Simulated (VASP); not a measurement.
# MnO (P6_3mc) in VASP: notebook, part 2 of 2

VASP 6.6.1. The steps go on from the part before.

### Step 3. Single point, PBEsol, collinear spin, ferromagnetic start

File INCAR:

```
SYSTEM = MnO
PREC = Accurate ; ENCUT = 450
EDIFF = 0.01 ; ISMEAR = 0
SIGMA = 0.05 ; LREAL = .FALSE.
LASPH = .TRUE. ; NELM = 100
ALGO = Normal ; ISIF = 2
LWAVE = .FALSE. ; LCHARG = .FALSE.
ISPIN = 2 ; MAGMOM = 4 4 0 0
LORBIT = 11 ; LMAXMIX = 4
GGA = PS ; NBANDS = 31
ADDGRID = .FALSE.
```

File KPOINTS:

```
Automatic mesh
0
G
  4 4 3
  0 0 0
```

File POSCAR:

```
MnO
1.0
    3.3717000000      0.0000000000      0.0000000000
   -1.6858500000      2.9199778539      0.0000000000
    0.0000000000      0.0000000000      5.3855000000
Mn O
2 2
Direct
    0.6666666667      0.3333333333      0.5109600000
    0.3333333333      0.6666666667      0.0109600000
    0.6666666667      0.3333333333      0.8754700000
    0.3333333333      0.6666666667      0.3754700000
```

Potentials or basis: VASP PAW PBE potentials, release 64 (Mn_pv, O).

The run is started by

```sh
> cat potpaw_PBE.64/Mn_pv/POTCAR potpaw_PBE.64/O/POTCAR > POTCAR
> mpirun -np 1 vasp_std > vasp.out
```

Wall time 12 s (1 thread of AMD EPYC 9R45 (Zen 5), shared host); peak memory 0.14 GiB.

These settings aren't checked as converged: the numbers below hold their error.

Results:

- Free energy: -34.2563 eV
- Largest force: 0.618 eV/Å
- Band gap on the k mesh: none (metal or under the smearing width)
- Net moment: 9.90 μB per cell
- Site moments: Mn +4.40; O +0.19 μB
- Valence electrons inside the program's atomic spheres: Mn 11.43; O 5.01

Caveat: the k mesh is coarse (spacing up to 0.54 Å⁻¹), so the values aren't converged; the cutoff is under 1.25 times the usual one of these potentials, so pressure, stress and relaxed cells hold a basis-set (Pulay) error; the PAW data sets were made with another functional, which shifts forces and pressure a little; semilocal functionals often make such compounds metallic where correlation or magnetic order opens a gap, which also shifts bond lengths; only a ferromagnetic start was run, and an antiferromagnetic order may lie lower in energy.

### Step 4. Single point, PBEsol, collinear spin, ferromagnetic start

INCAR: that of step 3 with these lines changed.

```diff
@@ -2,3 +2,3 @@
 PREC = Accurate ; ENCUT = 450
-EDIFF = 0.01 ; ISMEAR = 0
+EDIFF = 0.001 ; ISMEAR = 0
 SIGMA = 0.05 ; LREAL = .FALSE.
```

KPOINTS is that of step 3.

POSCAR is that of step 3.

The run is started by

```sh
> cat potpaw_PBE.64/Mn_pv/POTCAR potpaw_PBE.64/O/POTCAR > POTCAR
> mpirun -np 1 vasp_std > vasp.out
```

Run time: 11 s. Hardware: 1 thread of AMD EPYC 9R45 (Zen 5), shared host; peak memory 0.14 GiB.

These settings aren't checked as converged: the numbers below hold their error.

Results:

```yaml
Free_energy: -34.2613 eV
Largest_force: 0.625 eV/Å
Band_gap_on_the_k_mesh: none (metal or under the smearing width)
Net_moment: 9.96 μB per cell
Site_moments: Mn +4.40; O +0.20 μB
Valence_electrons_inside_the_program's_atomic_spheres: Mn 11.43; O 5.00
```

Caveat: the k mesh is coarse (spacing up to 0.54 Å⁻¹), so the values aren't converged; the cutoff is under 1.25 times the usual one of these potentials, so pressure, stress and relaxed cells hold a basis-set (Pulay) error; the PAW data sets were made with another functional, which shifts forces and pressure a little; semilocal functionals often make such compounds metallic where correlation or magnetic order opens a gap, which also shifts bond lengths; only a ferromagnetic start was run, and an antiferromagnetic order may lie lower in energy.

### Step 5. Single point, PBEsol, collinear spin, ferromagnetic start

INCAR: that of step 4 with these lines changed.

```diff
@@ -2,3 +2,3 @@
 PREC = Accurate ; ENCUT = 450
-EDIFF = 0.001 ; ISMEAR = 0
+EDIFF = 1E-4 ; ISMEAR = 0
 SIGMA = 0.05 ; LREAL = .FALSE.
```

KPOINTS is that of step 4.

POSCAR is that of step 4.

Potentials or basis: VASP PAW PBE potentials, release 64 (Mn_pv, O).

The run is started by

```sh
> cat potpaw_PBE.64/Mn_pv/POTCAR potpaw_PBE.64/O/POTCAR > POTCAR
> mpirun -np 1 vasp_std > vasp.out
```

OUTCAR:

```text
SYSTEM = MnO
   PREC = Accurate
   ENCUT = 450
   EDIFF = 1E-4
   ISMEAR = 0
   LREAL = .FALSE.
   LASPH = .TRUE.
   NELM = 100
   ISIF = 2
   ISPIN = 2
   LORBIT = 11
   GGA = PS

 Found      8 irreducible k-points:

 Following reciprocal coordinates:
            Coordinates               Weight
  0.000000  0.000000  0.000000      1.000000
  0.250000  0.000000  0.000000      6.000000
  0.500000  0.000000  0.000000      3.000000
  0.250000  0.250000  0.000000      6.000000
  0.000000  0.000000  0.333333      2.000000
  0.250000  0.000000  0.333333     12.000000
   k-points           NKPTS =      8   k-points in BZ     NKDIM =      8   number of bands    NBANDS=     31
   number of dos      NEDOS =    301   number of ions     NIONS =      4
[... 507 lines left out ...]
    -1.685850000  2.919977854  0.000000000     0.000000000  0.342468351  0.000000000
     0.000000000  0.000000000  5.385500000     0.000000000  0.000000000  0.185683781

 POSITION                                       TOTAL-FORCE (eV/Angst)
 -----------------------------------------------------------------------------------
      1.68585      0.97333      2.75178        -0.000000      0.000000     -0.621832
     -0.00000      1.94665      0.05903         0.000000     -0.000000     -0.621832
      1.68585      0.97333      4.71484        -0.000000      0.000000      0.621832
     -0.00000      1.94665      2.02209        -0.000000     -0.000000      0.621832
 -----------------------------------------------------------------------------------
    total drift:                                0.000000      0.000001      0.004927

  FREE ENERGIE OF THE ION-ELECTRON SYSTEM (eV)
  ---------------------------------------------------
  free  energy   TOTEN  =       -34.2613385063 eV

  energy  without entropy=      -34.2606836801  energy(sigma->0) =      -34.26101109

 total charge

# of ion       s       p       d       tot
------------------------------------------
    1        0.245   6.235   4.952  11.432
    2        0.245   6.235   4.952  11.432
    3        1.561   3.445   0.000   5.006
    4        1.561   3.445   0.000   5.006
--------------------------------------------------
tot          3.612  19.360   9.905  32.877

 magnetization (x)

# of ion       s       p       d       tot
------------------------------------------
    1        0.035   0.063   4.302   4.399
    2        0.035   0.063   4.302   4.399
    3        0.017   0.181   0.000   0.198
    4        0.017   0.181   0.000   0.198
--------------------------------------------------
tot          0.103   0.487   8.604   9.195
```

stdout:

```text
POSCAR found type information on POSCAR MnO
 POSCAR found :  2 types and       4 ions
 scaLAPACK will be used
 -----------------------------------------------------------------------------
|                                                                             |
|                                                                             |
|     You enforced a specific xc type in the INCAR file but a different       |
|     I HOPE YOU KNOW WHAT YOU ARE DOING!                                     |
|                                                                             |
 -----------------------------------------------------------------------------

 LDA part: xc-table for (Slater+PW92), standard interpolation
 POSCAR, INCAR and KPOINTS ok, starting setup
 FFT: planning ... GRIDC
 FFT: planning ... GRID_SOFT
 FFT: planning ... GRID
 WAVECAR not read
 entering main loop
```

It took 13 s on 1 thread of AMD EPYC 9R45 (Zen 5), shared host; peak memory 0.14 GiB.

The run converged, but some of its settings lie outside the range that counts as converged, so its numbers aren't taken as properties of the crystal.

What came out:

```
Free energy                                           : -34.2613 eV
Largest force                                         : 0.622 eV/Å
Band gap on the k mesh                                : none (metal or under the smearing width)
Net moment                                            : 9.95 μB per cell
Site moments                                          : Mn +4.40; O +0.20 μB
Valence electrons inside the program's atomic spheres : Mn 11.43; O 5.01
```

Caveat: the k mesh is coarse (spacing up to 0.54 Å⁻¹), so the values aren't converged; the cutoff is under 1.25 times the usual one of these potentials, so pressure, stress and relaxed cells hold a basis-set (Pulay) error; the PAW data sets were made with another functional, which shifts forces and pressure a little; semilocal functionals often make such compounds metallic where correlation or magnetic order opens a gap, which also shifts bond lengths; only a ferromagnetic start was run, and an antiferromagnetic order may lie lower in energy.

### Step 6. The reference run

An earlier run on the cell as given: functional PBE; potentials or basis VASP PAW PBE potentials, release 64 (Mn_pv, O); cutoff 520 eV; k mesh 9 × 9 × 5; occupations fermi-dirac, width 0.05 eV; collinear spin, ferromagnetic start; starting moments [4.0, 4.0, 0.0, 0.0] μB.

- Pressure: 6.5 GPa
- Largest force: 0.663 eV/Å
- Band gap on the k mesh: none (metal or under the smearing width)
- Net moment: 9.99 μB per cell
- Site moments: Mn +4.41; O +0.20 μB
- Valence electrons inside the program's atomic spheres: Mn 11.43; O 5.02
